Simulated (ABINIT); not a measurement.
# SrO (P6_3/mmc) in ABINIT: band structure with LDA

Aim: the band structure of SrO with LDA.

Program: ABINIT 10.8.3 (patched build). These are calculated values, not measurements. Logs are shortened: lines on timing, memory, paths and dates and some standing lists are left out, and cuts for length are marked. The log counts tension as positive stress, the text compression.

## Step 1: Starting point

The structure is hexagonal, space group P6_3/mmc (No. 194). The conventional cell has a = 3.553 Å, b = 3.553 Å, c = 6.217 Å, α = 90.00°, β = 90.00°, γ = 120.00°. Sr (site symmetry -6m2) is surrounded by 6 O at 2.57 Å. O (site symmetry -3m) has 6 Sr at 2.57 Å as nearest neighbours.

Measurements of this composition are mostly on another form, of space group No. 225.

## Step 2: Band structure, LDA

run.abi

```
# Datasets: ground state, then fixed potential
ndtset 2

# Pseudopotentials
pp_dirpath "./"
pseudos "Sr.LDA_PW-JTH.xml, O.LDA_PW-JTH.xml"

# Structure
acell 6.7147413324 6.7147413324 11.7490017557
rprim
     1.0000000000     0.0000000000     0.0000000000
    -0.5000000000     0.8660254038     0.0000000000
     0.0000000000     0.0000000000     1.0000000000
ntypat 2
znucl 38 8
natom 4
typat 1 1 2 2
xred
     0.6666666667     0.3333333333     0.7500000000
     0.3333333333     0.6666666667     0.2500000000
     0.0000000000     0.0000000000     0.5000000000
     0.0000000000     0.0000000000     0.0000000000

# Plane-wave basis
ecut 23.0
pawecutdg 45.0

# Exchange and correlation
ixc 7

# Bands and occupations
occopt 3
tsmear 0.00183747

# SCF cycle
nstep 100

# Output
iomode 3
prtwf 0
prteig 0
prtebands 0
prtden1 1
prtvha1 1
prtvclmb1 1
prtpot1 1

# Dataset 1
kptopt1 1
ngkpt1 9 9 5
nshiftk1 1
shiftk1 0.0 0.0 0.0
nband1 20
tolvrs1 1.0e-9

# Dataset 2: bands along G-M-K-G-A-L-H-A
iscf2 -2
getden2 1
nband2 26
nbdbuf2 4
tolwfr2 1.0e-11
kptopt2 -7
ndivsm2 8
prteig2 1
kptbounds2
     0.0000000000     0.0000000000     0.0000000000
     0.5000000000     0.0000000000     0.0000000000
     0.3333333333     0.3333333333     0.0000000000
     0.0000000000     0.0000000000     0.0000000000
     0.0000000000     0.0000000000     0.5000000000
     0.5000000000     0.0000000000     0.5000000000
     0.3333333333     0.3333333333     0.5000000000
     0.0000000000     0.0000000000     0.5000000000
```

Potentials or basis: JTH PAW LDA v2.0.

Launch:

```console
$ abinit run.abi > log 2>&1
```

run.abo:

```text
.Version 10.8.3 of ABINIT
 DATASET    1 : space group P6_3/m m c (#194); Bravais hP (primitive hexag.)
================================================================================
 Values of the parameters that define the memory need for DATASET  1.
     intxc =       0    ionmov =       0      iscf =      17    lmnmax =      18
     lnmax =       6     mgfft =      54  mpssoang =       3    mqgrid =    3548
     natom =       4  nloc_mem =       2    nspden =       1   nspinor =       1
    nsppol =       1      nsym =      24    n1xccc =       1    ntypat =       2
    occopt =       3   xclevel =       1
       mpw =        2433          nfft =       48600          nkpt =          36
 PAW method is used; the additional fine FFT grid is defined by:
   mgfftf=        72    nfftf =    145800
================================================================================
================================================================================

 DATASET    2 : space group P6_3/m m c (#194); Bravais hP (primitive hexag.)
================================================================================
 Values of the parameters that define the memory need for DATASET  2.
     intxc =       0    ionmov =       0      iscf =      -2    lmnmax =      18
     lnmax =       6     mgfft =      54  mpssoang =       3    mqgrid =    3548
     natom =       4  nloc_mem =       2    nspden =       1   nspinor =       1
    nsppol =       1      nsym =      24    n1xccc =       1    ntypat =       2
    occopt =       3   xclevel =       1
       mpw =        2444          nfft =       48600          nkpt =          97
 PAW method is used; the additional fine FFT grid is defined by:
   mgfftf=        72    nfftf =    145800
================================================================================
================================================================================

--------------------------------------------------------------------------------
------------- Echo of variables that govern the present computation ------------
--------------------------------------------------------------------------------
 -outvars: echo values of preprocessed input variables --------
            acell      6.7147413324E+00  6.7147413324E+00  1.1749001756E+01 Bohr
              amu      8.76200000E+01  1.59994000E+01
             ecut      2.30000000E+01 Hartree
           getden1          0
           getden2          1
             iscf1         17
             iscf2         -2
                       outvar_i_n : Printing only first  50 k-points.
              ixc           7
           jdtset        1    2
                       outvar_i_n : Printing only first  50 k-points.
           kptopt1          1
           kptopt2         -7
         kptrlatt        9    0    0      0    9    0      0    0    5
          kptrlen1     5.87450088E+01
          kptrlen2     3.00000000E+01
            natom           4
            nband1         20
            nband2         26
           nbdbuf1          0
           nbdbuf2          4
           ndtset           2
           ndivsm1          0
           ndivsm2          8
            ngfft          30      30      54
          ngfftdg          45      45      72
             nkpt1         36
             nkpt2         97
            nstep         100
             nsym          24
           ntypat           2
           occopt           3
        pawecutdg      4.50000000E+01 Hartree
        prtebands           0
           prteig1          0
           prteig2          1
           prtpot1          1
           prtpot2          0
         prtvclmb1          1
         prtvclmb2          0
           prtvha1          1
           prtvha2          0
            prtwf           0
            rprim      1.0000000000E+00  0.0000000000E+00  0.0000000000E+00
                      -5.0000000000E-01  8.6602540380E-01  0.0000000000E+00
                       0.0000000000E+00  0.0000000000E+00  1.0000000000E+00
           shiftk1     0.00000000E+00  0.00000000E+00  0.00000000E+00
           shiftk2     5.00000000E-01  5.00000000E-01  5.00000000E-01
          spgroup         194
           tolvrs1     1.00000000E-09
           tolvrs2     0.00000000E+00
           tolwfr1     0.00000000E+00
           tolwfr2     1.00000000E-11
           tsmear      1.83747000E-03 Hartree
            typat      1  1  2  2
[... 263 lines left out ...]
 Unit cell volume ucvol=  4.5876489E+02 bohr^3
 Angles (23,13,12)=  9.00000000E+01  9.00000000E+01  1.20000000E+02 degrees

 Coarse grid specifications (used for wave-functions):

 getcut: wavevector=  0.0000  0.0000  0.0000  ngfft=  30  30  54
         ecut(hartree)=     23.000   => boxcut(ratio)=   2.07102

 Fine grid specifications (used for densities):

 getcut: wavevector=  0.0000  0.0000  0.0000  ngfft=  45  45  72
         ecut(hartree)=     45.000   => boxcut(ratio)=   2.02936
--------------------------------------------------------------------------------

================================================================================
 Non-SCF case, kpt    1 (  0.00000  0.00000  0.00000), residuals and eigenvalues=
  1.64E-12  4.21E-12  9.86E-13  9.70E-13  8.17E-13  5.51E-12  5.79E-12  5.34E-12
  7.47E-12  8.28E-12  6.84E-13  6.17E-12  3.62E-12  4.80E-12  6.25E-12  9.31E-12
  6.79E-12  5.31E-12  9.58E-12  9.28E-12  4.01E-12  4.24E-12  4.35E-11  2.05E-09
  4.69E-08  4.48E-09
 -1.0280E+00 -1.0239E+00 -4.4571E-01 -3.8581E-01 -3.5492E-01 -3.5492E-01
 -3.5421E-01 -3.5290E-01 -3.5290E-01 -2.9638E-01  7.1443E-02  1.3630E-01
  1.3630E-01  1.4510E-01  1.4510E-01  1.7393E-01  2.7928E-01  3.5293E-01
  3.5929E-01  3.9954E-01  3.9954E-01  4.4355E-01  4.4355E-01  4.7647E-01
  4.7647E-01  4.8398E-01
 Non-SCF case, kpt    2 (  0.03125  0.00000  0.00000), residuals and eigenvalues=
[... 945 lines left out ...]
 -3.5399E-01 -3.5399E-01 -3.1756E-01 -3.1756E-01  1.1273E-01  1.1273E-01
  1.3950E-01  1.3950E-01  1.3965E-01  1.3965E-01  3.3897E-01  3.3897E-01
  3.8930E-01  3.8930E-01  4.3591E-01  4.3591E-01  4.3632E-01  4.3632E-01
  4.9919E-01  4.9954E-01
 Non-SCF case, kpt   97 (  0.00000  0.00000  0.50000), residuals and eigenvalues=
  2.48E-12  5.32E-12  2.14E-12  5.52E-12  1.31E-12  4.11E-12  4.68E-12  8.75E-12
  1.59E-12  7.30E-12  8.44E-13  7.01E-12  2.02E-12  6.65E-12  1.30E-12  3.86E-12
  7.54E-12  6.80E-12  1.95E-12  9.62E-12  8.16E-12  9.03E-12  8.90E-11  7.63E-10
  7.32E-12  8.34E-12
 -1.0260E+00 -1.0260E+00 -4.2395E-01 -4.2395E-01 -3.5391E-01 -3.5391E-01
 -3.5391E-01 -3.5391E-01 -3.1760E-01 -3.1760E-01  1.1263E-01  1.1263E-01
  1.3965E-01  1.3965E-01  1.3965E-01  1.3965E-01  3.3901E-01  3.3901E-01
  3.8954E-01  3.8954E-01  4.3587E-01  4.3587E-01  4.3587E-01  4.3587E-01
  4.9844E-01  4.9844E-01

--- !ResultsGS
iteration_state: {dtset: 2, }
comment   : Summary of ground state results
lattice_vectors:
- [  6.7147413,   0.0000000,   0.0000000, ]
- [ -3.3573707,   5.8151366,   0.0000000, ]
- [  0.0000000,   0.0000000,  11.7490018, ]
lattice_lengths: [   6.71474,    6.71474,   11.74900, ]
lattice_angles: [ 90.000,  90.000, 120.000, ] # degrees, (23, 13, 12)
lattice_volume:   4.5876489E+02
convergence: {deltae:  0.000E+00, res2:  0.000E+00, residm:  9.993E-12, diffor:  0.000E+00, }
etotal    :  -9.48827454E+01
entropy   :   0.00000000E+00
fermie    :   2.29842816E-01
cartesian_stress_tensor: null
pressure_GPa: null
xred      :
- [  6.6667E-01,   3.3333E-01,   7.5000E-01, Sr]
- [  3.3333E-01,   6.6667E-01,   2.5000E-01, Sr]
- [  0.0000E+00,   0.0000E+00,   5.0000E-01,  O]
- [  0.0000E+00,   0.0000E+00,   2.7756E-17,  O]
cartesian_forces: null
force_length_stats: {min: null, max: null, mean: null, }
...

 Integrated electronic density in atomic spheres:
 ------------------------------------------------
 Atom  Sphere_radius  Integrated_density
    1        2.20670          7.32560505
    2        2.20670          7.32560505
    3        1.41465          4.47354635
    4        1.41465          4.47354635

================================================================================

 ----iterations are completed or convergence reached----

 Mean square residual over all n,k,spin=   45.295E-13; max=  99.926E-13
 reduced coordinates (array xred) for    4 atoms
       0.666666666667      0.333333333333      0.750000000000
       0.333333333333      0.666666666667      0.250000000000
       0.000000000000      0.000000000000      0.500000000000
       0.000000000000      0.000000000000      0.000000000000

 cartesian coordinates (angstrom) at end:
    1      1.77664404390197     1.02574591701938     4.66297798181841
    2     -0.00000000000000     2.05149183403875     1.55432599393947
    3      0.00000000000000     0.00000000000000     3.10865198787894
    4      0.00000000000000     0.00000000000000     0.00000000000000
 length scales=  6.714741332400  6.714741332400 11.749001755700 bohr
              =  3.553288087804  3.553288087804  6.217303975758 angstroms
 Eigenvalues (hartree) for nkpt=  97  k points:
 kpt#   1, nband= 26, wtk=  1.00000, kpt=  0.0000  0.0000  0.0000 (reduced coord)
  -1.02803   -1.02393   -0.44571   -0.38581   -0.35492   -0.35492   -0.35421   -0.35290
  -0.35290   -0.29638    0.07144    0.13630    0.13630    0.14510    0.14510    0.17393
   0.27928    0.35293    0.35929    0.39954    0.39954    0.44355    0.44355    0.47647
   0.47647    0.48398
 kpt#   2, nband= 26, wtk=  1.00000, kpt=  0.0313  0.0000  0.0000 (reduced coord)
  -1.02798   -1.02390   -0.44543   -0.38701   -0.35533   -0.35508   -0.35421   -0.35291
  -0.35182   -0.29674    0.07200    0.13533    0.13650    0.14483    0.14495    0.17368
   0.28108    0.34984    0.36006    0.40044    0.40324    0.44391    0.44419    0.47542
   0.47695    0.48251
 kpt#   3, nband= 26, wtk=  1.00000, kpt=  0.0625  0.0000  0.0000 (reduced coord)
  -1.02784   -1.02381   -0.44457   -0.39020   -0.35642   -0.35552   -0.35422   -0.35295
  -0.34911   -0.29782    0.07362    0.13261    0.13708    0.14405    0.14448    0.17297
   0.28626    0.34262    0.36236    0.40314    0.41224    0.44493    0.44607    0.47245
   0.47840    0.47846
 kpt#   4, nband= 26, wtk=  1.00000, kpt=  0.0938  0.0000  0.0000 (reduced coord)
  -1.02759   -1.02366   -0.44314   -0.39463   -0.35812   -0.35618   -0.35424   -0.35307
[... 454 lines left out ...]
  -1.02585   -1.02585   -0.42381   -0.42381   -0.35528   -0.35528   -0.35423   -0.35423
  -0.31746   -0.31746    0.11303    0.11303    0.13906    0.13906    0.13968    0.13968
   0.33887    0.33887    0.38856    0.38856    0.43610    0.43610    0.43783    0.43783
   0.50054    0.50107
 kpt#  96, nband= 26, wtk=  1.00000, kpt=  0.0175  0.0175  0.5000 (reduced coord)
  -1.02596   -1.02596   -0.42392   -0.42392   -0.35427   -0.35427   -0.35399   -0.35399
  -0.31756   -0.31756    0.11273    0.11273    0.13950    0.13950    0.13965    0.13965
   0.33897    0.33897    0.38930    0.38930    0.43591    0.43591    0.43632    0.43632
   0.49919    0.49954
 kpt#  97, nband= 26, wtk=  1.00000, kpt=  0.0000  0.0000  0.5000 (reduced coord)
  -1.02600   -1.02600   -0.42395   -0.42395   -0.35391   -0.35391   -0.35391   -0.35391
  -0.31760   -0.31760    0.11263    0.11263    0.13965    0.13965    0.13965    0.13965
   0.33901    0.33901    0.38954    0.38954    0.43587    0.43587    0.43587    0.43587
   0.49844    0.49844

== END DATASET(S) ==============================================================
================================================================================

 -outvars: echo values of variables after computation  --------
            acell      6.7147413324E+00  6.7147413324E+00  1.1749001756E+01 Bohr
           etotal1    -9.4882745363E+01
            fcart1    -5.0125631984E-30  8.6820141356E-30 -0.0000000000E+00
                       5.0125631984E-30 -8.6820141356E-30 -0.0000000000E+00
                      -0.0000000000E+00 -0.0000000000E+00 -0.0000000000E+00
                      -0.0000000000E+00 -0.0000000000E+00 -0.0000000000E+00
            rprim      1.0000000000E+00  0.0000000000E+00  0.0000000000E+00
                      -5.0000000000E-01  8.6602540380E-01  0.0000000000E+00
                       0.0000000000E+00  0.0000000000E+00  1.0000000000E+00
           strten1     1.8887828252E-04  1.8887828221E-04  2.2113649274E-04
                       0.0000000000E+00  0.0000000000E+00  0.0000000000E+00
           xangst      1.7766440439E+00  1.0257459170E+00  4.6629779818E+00
                      -6.8573446789E-17  2.0514918340E+00  1.5543259939E+00
                       0.0000000000E+00  0.0000000000E+00  3.1086519879E+00
                       0.0000000000E+00  0.0000000000E+00  1.7256485062E-16
             xred      6.6666666667E-01  3.3333333333E-01  7.5000000000E-01
                       3.3333333333E-01  6.6666666667E-01  2.5000000000E-01
                       0.0000000000E+00  0.0000000000E+00  5.0000000000E-01
                       0.0000000000E+00  0.0000000000E+00  2.7755575616E-17
 Calculation completed.
```

It took 2.9 min on 1 thread of Arm Neoverse V1, shared host; peak memory 0.19 GiB.

What came out:

```
Free energy                                           : -2581.8910 eV
Pressure                                              : -5.9 GPa
Band gap on the k mesh                                : 2.87 eV, direct
Band gap along the path                               : 2.87 eV, direct
Valence electrons inside the program's atomic spheres : Sr 7.33; O 4.47
```

Stress tensor (GPa, compression positive):
```
-5.56  0.00  0.00
 0.00 -5.56  0.00
 0.00  0.00 -6.51
```

Levels at the corners of the path, in eV from the valence-band top:
```tsv
point	band 14	band 15	band 16	band 17	band 18	band 19
Γ	-0.78	-0.78	0.00	2.87	4.87	5.04
M	-1.35	-0.53	-0.24	2.93	5.57	5.90
K	-1.43	-1.43	-0.57	4.54	4.54	7.42
Γ	-0.78	-0.78	0.00	2.87	4.87	5.04
A	-0.93	-0.93	-0.93	4.49	4.49	5.87
L	-1.26	-0.99	-0.99	4.18	4.18	6.62
H	-1.13	-0.68	-0.68	4.89	4.89	6.66
A	-0.93	-0.93	-0.93	4.49	4.49	5.87
```

## Step 3: For comparison

An earlier run on the cell as given: functional PBE; potentials or basis JTH PAW PBE v2.0; cutoff 626 eV; k mesh 9 × 9 × 5; occupations fermi-dirac, width 0.05 eV; no spin polarisation.

- Pressure: 1.2 GPa
- Band gap on the k mesh: 3.08 eV, direct
- Valence electrons inside the program's atomic spheres: Sr 7.34; O 4.50
